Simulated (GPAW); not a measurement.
# Ir (Fm-3m) in GPAW: notebook, part 2 of 2

GPAW 26.7.0. The steps go on from the part before.

## (5) Band structure, r2SCAN, spin-orbit coupling, no magnetisation

run.py

```python
import numpy as np
from ase.dft.bandgap import bandgap
from ase.io import read, write
from ase.units import GPa
from gpaw import GPAW, PW
from gpaw.spinorbit import soc_eigenstates

atoms = read('Ir.cif')

calc = GPAW(mode=PW(600),
            xc='MGGA_X_R2SCAN+MGGA_C_R2SCAN',
            kpts={'size': (12, 12, 12), 'gamma': True},
            occupations={'name': 'fermi-dirac', 'width': 0.05},
            nbands=16,
            convergence={'density': 1e-05, 'energy': 1e-05},
            maxiter=150,
            txt='gpaw.txt')
atoms.calc = calc
energy = atoms.get_potential_energy()
forces = atoms.get_forces()
stress = atoms.get_stress()
calc.write('gs.gpw')
write('result.traj', atoms)
print(f'Energy: {energy:.6f} eV')
print('Forces (eV/A):')
print(forces.round(4))
print('Stress (GPa):', (stress / GPa).round(3))
print('Fermi level:', round(calc.get_fermi_level(), 4), 'eV')
print(f'Gap: {bandgap(calc)[0]:.4f} eV, direct: {bandgap(calc, direct=True)[0]:.4f} eV')

path = atoms.cell.bandpath('GXWKGLUWLK,UX', npoints=80, eps=1e-4)
bs_calc = calc.fixed_density(kpts=path, symmetry='off', nbands=24,
                             convergence={'bands': 'CBM+6.0', 'eigenstates': 1e-6}, txt='bands.txt')
bs = bs_calc.band_structure()
bs.write('bs.json')
print(f'Gap on the path: {bandgap(bs_calc)[0]:.4f} eV')

soc = soc_eigenstates(bs_calc, theta=0, phi=0, ignore_xc_potential=True)
np.savetxt('soc_bands.dat', soc.eigenvalues(), fmt='%.4f')
mesh = soc_eigenstates('gs.gpw', theta=0, phi=0, ignore_xc_potential=True)
np.savetxt('soc_mesh.dat', mesh.eigenvalues(), fmt='%.4f')
print('Fermi level with spin-orbit coupling:', round(mesh.fermi_level, 4), 'eV')
```

Ir.cif

```cif
data_Ir
_cell_length_a 2.70906750
_cell_length_b 2.70906750
_cell_length_c 2.70906750
_cell_angle_alpha 60.00000000
_cell_angle_beta 60.00000000
_cell_angle_gamma 60.00000000
_space_group_name_H-M_alt 'P1'
_space_group_name_Hall 'P 1'
_space_group_IT_number 1
loop_
_space_group_symop_operation_xyz
'x,y,z'
loop_
_atom_site_label
_atom_site_type_symbol
_atom_site_symmetry_multiplicity
_atom_site_Wyckoff_symbol
_atom_site_fract_x
_atom_site_fract_y
_atom_site_fract_z
_atom_site_occupancy
Ir1 Ir 1 a 0.0000000000 0.0000000000 0.0000000000 1
```

Potentials or basis: GPAW PAW data sets (gpaw-data 1.2.1), pw.

The run is started by

```sh
$ OMP_NUM_THREADS=1 python run.py
```

Run time: 38 s. Hardware: 1 thread of Arm Neoverse V2, shared host; peak memory 0.35 GiB.

Results (log left out):

```
Free energy             : -24.4372 eV
Pressure                : 4.4 GPa
Band gap along the path : none (metal or under the smearing width)
```

Levels at the corners of the path, in eV from the Fermi level:
| point | band 11 | band 12 | band 13 | band 14 | band 15 | band 16 | band 17 | band 18 |
| --- | --- | --- | --- | --- | --- | --- | --- | --- |
| Γ | -4.57 | -4.57 | -3.70 | -3.70 | -1.31 | -1.31 | -1.31 | -1.31 |
| X | 0.53 | 0.53 | 1.07 | 1.07 | 1.63 | 1.67 | 2.01 | 2.01 |
| W | -5.26 | -5.26 | -1.99 | -1.99 | 1.47 | 1.47 | 8.63 | 8.63 |
| K | -3.21 | -3.21 | -1.11 | -1.11 | 0.61 | 0.61 | 6.60 | 6.60 |
| Γ | -4.57 | -4.57 | -3.70 | -3.70 | -1.31 | -1.31 | -1.31 | -1.31 |
| L | -3.93 | -3.93 | -0.72 | -0.72 | 0.50 | 0.50 | 1.13 | 1.13 |
| U | -3.21 | -3.21 | -1.11 | -1.11 | 0.61 | 0.61 | 6.60 | 6.60 |
| W | -5.26 | -5.26 | -1.99 | -1.99 | 1.47 | 1.47 | 8.63 | 8.63 |
| L | -3.93 | -3.93 | -0.72 | -0.72 | 0.50 | 0.50 | 1.13 | 1.13 |
| K | -3.21 | -3.21 | -1.11 | -1.11 | 0.61 | 0.61 | 6.60 | 6.60 |
| U | -3.21 | -3.21 | -1.11 | -1.11 | 0.61 | 0.61 | 6.60 | 6.60 |
| X | 0.53 | 0.53 | 1.07 | 1.07 | 1.63 | 1.67 | 2.01 | 2.01 |

Caveat: spin-orbit coupling was added after a scalar SCF, so levels and gaps hold it while energy, forces, pressure and moments don't; this program's spin-orbit splittings come out too wide for heavy elements; the PAW data sets were made with another functional, which shifts forces and pressure a little.

## (6) One-shot levels on a semilocal density, PBE

run.py

```python
import numpy as np
from ase import Atoms
from ase.dft.bandgap import bandgap
from ase.io import write
from ase.units import GPa
from gpaw import GPAW, PW
from gpaw.hybrids import NonSelfConsistentHybridXCCalculator
from gpaw.hybrids.energy import non_self_consistent_energy

atoms = Atoms(['Ir'],
              cell=[[0.0, 1.9156, 1.9156],
                    [1.9156, 0.0, 1.9156],
                    [1.9156, 1.9156, 0.0]],
              scaled_positions=[[0.0, 0.0, 0.0]],
              pbc=True)

calc = GPAW(mode=PW(500),
            xc='PBE',
            kpts={'size': (7, 7, 7), 'gamma': True},
            occupations={'name': 'fermi-dirac', 'width': 0.05},
            nbands=18,
            convergence={'density': 1e-05, 'energy': 1e-05, 'bands': 14, 'eigenstates': 1e-07},
            maxiter=150,
            txt='gpaw.txt')
atoms.calc = calc
energy = atoms.get_potential_energy()
forces = atoms.get_forces()
stress = atoms.get_stress()
calc.write('gs.gpw')
write('result.traj', atoms)
print(f'Energy: {energy:.6f} eV')
print('Forces (eV/A):')
print(forces.round(4))
print('Stress (GPa):', (stress / GPa).round(3))
print('Fermi level:', round(calc.get_fermi_level(), 4), 'eV')
print(f'Gap: {bandgap(calc)[0]:.4f} eV, direct: {bandgap(calc, direct=True)[0]:.4f} eV')

for xc in ['HSE06', 'EXX', 'B3LYP']:
    e = non_self_consistent_energy(calc, xc).sum()
    print(f'{xc} energy on these orbitals: {e:.6f} eV')
    nsc = NonSelfConsistentHybridXCCalculator.from_dft_calculation(
        calc.dft, xc, log=f'levels-{xc}.txt')
    dft_skn, hyb_skn = nsc.calculate(calc.dft.ibzwfs, 0, 14)
    np.savetxt(f'levels-{xc}.dat', hyb_skn.reshape((-1, hyb_skn.shape[-1])), fmt='%.4f')
```

Potentials or basis: GPAW PAW data sets (gpaw-data 1.2.1), pw.

The run is started by

```sh
$ OMP_NUM_THREADS=1 python run.py
```

gpaw.txt:

```text
__  _  _
 | _ |_)|_||  |
 |__||  | ||/\| - 26.7.0

Input parameters:
  mode=PW(ecut=500.0),
  convergence={'density': 1e-05, 'energy': 1e-05, 'bands': 14, 'eigenstates': 1e-07},
  kpts=MonkhorstPack(size=(7, 7, 7), gamma=True),
  maxiter=150,
  nbands=18,
  occupations=Occupations(name='fermi-dirac', width=0.05),
  xc=XC(name='PBE')

Diagonalizing LCAO Hamiltonian
Converting LCAO to pw mode

       Ir

Atoms  # Å, Bohr magnetons
|   | symbol |        x |        y |        z |    initial magnetic moments |
|---|--------|----------|----------|----------|-----------------------------|
| 0 |     Ir | 0.000000 | 0.000000 | 0.000000 | ( 0.0000,  0.0000,  0.0000) |

Unit cell  # Å
| periodic |        x |        y |        z |  lengths |    angles |
|----------|----------|----------|----------|----------|-----------|
|      yes | 0.000000 | 1.915600 | 1.915600 | 2.709068 | 60.000000 |
|      yes | 1.915600 | 0.000000 | 1.915600 | 2.709068 | 60.000000 |
|      yes | 1.915600 | 1.915600 | 0.000000 | 2.709068 | 60.000000 |

Number of symmetries: 48
Symmetry operations  # r_c * U_cc + t_c -> r_c
|    | kind |            matrix            |
|----|------|------------------------------|
|  0 |  σ   |  1, 0, 0,  1, 0,-1,  1,-1, 0 |
|  1 |  C2  |  1, 0, 0,  1,-1, 0,  1, 0,-1 |
|  2 |  E   |  1, 0, 0,  0, 1, 0,  0, 0, 1 |
|  3 |  σ   |  1, 0, 0,  0, 0, 1,  0, 1, 0 |
|  4 |  C4  |  1, 0,-1,  1, 0, 0,  1,-1, 0 |
|  5 |  S6  |  1, 0,-1,  1,-1, 0,  1, 0, 0 |
|  6 |  σ   |  1, 0,-1,  0, 1,-1,  0, 0,-1 |
|  7 |  C3  |  1, 0,-1,  0, 0,-1,  0, 1,-1 |
|  8 |  S6  |  1,-1, 0,  1, 0, 0,  1, 0,-1 |
|  9 |  C4  |  1,-1, 0,  1, 0,-1,  1, 0, 0 |
[... 135 lines left out ...]
  ecut: 4000.0  # eV

xc functional:
  name: PBE with 2 nearest neighbor stencil

convergence criteria:
- Maximum integral of absolute [dens]ity change: 1e-05 electrons / valence electron
- Maximum [total energy] change in last 3 cyles: 1e-05 eV / valence electron
- Maximum integral of absolute [eigenst]ate change: 1e-07 eV^2 / valence electron
maximum number of iterations: 150

SCF iterations
|iter     | |      energy | eigst |  dens |
|---------|-|-------------|-------|-------|
|iter:   1| |   -9.503959 | +2.25 |       |
|iter:   2| |   -9.487259 | -0.35 | -1.45 |
|iter:   3| |   -9.442310 | -1.93 | -1.50 |
|iter:   4| |   -9.451420 | -2.67 | -2.12 |
|iter:   5| |   -9.455669 | -2.48 | -2.40 |
|iter:   6| |   -9.455673 | -5.46 | -3.45 |
|iter:   7| |   -9.455675c| -5.50 | -3.87 |
|iter:   8| |   -9.455675c| -7.20c| -5.23c|

Converged in 8 steps
Energy contributions relative to reference atoms: (reference = -484484.849336)

Energy contributions:
  Kinetic:           6.966183
  Coulomb:          -6.281198
  Zero:             -0.224000
  External:          0.000000
  Xc:               -9.914696
  Entropy:          -0.003930
  Spinorbit:         0.000000
  ----------------------------
  Free energy:      -9.457640
  Extrapolated:     -9.455675

dipole moment: (-13.900873, -13.900873, -13.900873)  # |e|*Ang

Fermi level: 15.205
Eigenvalues  # (at kpt = [0.000, 0.000, 0.000])
| band index |      eig [eV] | occ [0-2] |
|------------|---------------|-----------|
|          0 |       -34.363 |     2.000 |
|          1 |       -34.363 |     2.000 |
|          2 |       -34.363 |     2.000 |
|          3 |         3.945 |     2.000 |
|          4 |        11.167 |     2.000 |
|          5 |        11.167 |     2.000 |
[... 10 lines left out ...]
|         16 |        49.002 |     0.000 |
|         17 |        52.893 |     0.000 |

No gap
No difference between direct/indirect transitions

Forces  # eV/Ang
|        x |       y |        z |
|----------|---------|----------|
| -0.00000 | 0.00000 | -0.00000 |  # Ir   0

Stress tensor  # eV/Ang^3
|         x |         y |         z |
|-----------|-----------|-----------|
| -0.053565 | -0.000000 | -0.000000 |
| -0.000000 | -0.053565 |  0.000000 |
| -0.000000 |  0.000000 | -0.053565 |

# Writing to gs.gpw (mode='')
```

levels-HSE06.txt:

```text
IBZ(<points: 20, symmetries: 48>)
Occupied bands: 9
Calculating eigenvalues:
  k-points: 20
  Bands: 0-13 (inclusive)
HSE06-eigenvalue shifts:
  min: -3.309 eV
  ave: -0.596 eV
  max: 1.472 eV
```

Wall time 6.6 min (1 thread of Arm Neoverse V2, shared host); peak memory 0.43 GiB.

What came out:

- Free energy: -9.4576 eV
- Pressure: 8.6 GPa
- Band gap on the k mesh: none (metal or under the smearing width)

Caveat: the k mesh is coarse (spacing up to 0.41 Å⁻¹), so the values aren't converged; the cutoff is short for stress and forces, so pressures can be off by a GPa or more; one-shot exact exchange on a metal's smeared states is rough. The run has no spin-orbit coupling, so splittings on Ir are missing.

## (7) Overview

| task | level | potentials or basis | spin | k mesh | cutoff (eV) | band path | band points | data set | spin axis theta (degrees) | spin axis phi (degrees) | mesh quality | pressure (GPa) | V0 of scaled cells (Å³/atom) | B0 (GPa) |
| --- | --- | --- | --- | --- | --- | --- | --- | --- | --- | --- | --- | --- | --- | --- |
| equation of state | PBE+D3(BJ) | GPAW PAW data sets (gpaw-data 1.2.1), pw | off | 12 × 12 × 12 | 600 | - | - | - | - | - | not flagged | - | 14.11 | 376 |
| band structure | LDA | JTH PAW 2.0, LDA, pw | off | 12 × 12 × 12 | 600 | GXWKGLUWLK,UX | 60 | Ir jth | - | - | not flagged | -8.0 | - | - |
| equation of state | PBEsol+D3(BJ) | PAW data sets generated in the run's folder for this functional, pw | off | 12 × 12 × 12 | 600 | - | - | - | - | - | not flagged | - | 13.70 | 413 |
| band structure | r2SCAN | GPAW PAW data sets (gpaw-data 1.2.1), pw | SOC, no magnetisation | 12 × 12 × 12 | 600 | GXWKGLUWLK,UX | 80 | - | 0 | 0 | not flagged | 4.4 | - | - |
| one-shot levels on a semilocal density | PBE | GPAW PAW data sets (gpaw-data 1.2.1), pw | off | 7 × 7 × 7 | 500 | - | - | - | - | - | coarse | 8.6 | - | - |

Alike in all rows: cell as given; smearing fermi-dirac 0.05 eV.

Caveats: some runs use coarse meshes; the program truncates these outside data sets (some runs); spin-orbit coupling is left out, which moves the levels of the heavy elements (some runs); spin-orbit coupling was added after a scalar SCF, so levels and gaps hold it while energy, forces, pressure and moments don't (some runs); this program's spin-orbit splittings come out too wide for heavy elements (some runs); the PAW data sets were made with another functional, which shifts forces and pressure a little (some runs); the cutoff is short for stress and forces, so pressures can be off by a GPa or more (some runs); one-shot exact exchange on a metal's smeared states is rough (some runs).

Total energies depend on the potentials used, so only differences within one code and one set of settings carry meaning.
